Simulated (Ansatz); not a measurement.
SnSe:

```
Sn Se
1.0
     0.00000    3.01000    3.01000
     3.01000    0.00000    3.01000
     3.01000    3.01000    0.00000
Sn Se
1 1
Cartesian
  0.0000 0.0000 0.0000
  3.0100 3.0100 3.0100
```

Measurements of this composition are mostly on another form, of space group No. 62.

Base run:

- Program: Ansatz 0.2.0
- Functional: RPBE
- Potentials or basis: all-electron LAPW, scalar-relativistic
- Cutoff: 190 eV (chosen from the basis error)
- Basis error allowed: 0.001 eV/atom
- k mesh: 8 × 8 × 8
- Occupations: gaussian, width 0.05 eV
- Spin: no spin polarisation

Its results: band gap on the k mesh 0.54 eV, direct; pressure 2.6 GPa.

Task: The run is repeated on the same cell with these changes: functional from RPBE to PBE; occupations from gaussian, width 0.05 eV to gaussian, width 0.016 eV. What comes out?

Result: Band gap on the k mesh 0.58 eV, direct; pressure 0.9 GPa.

Caveats: spin-orbit coupling is left out, which moves the levels of the heavy elements.

A k mesh can miss the band edges.
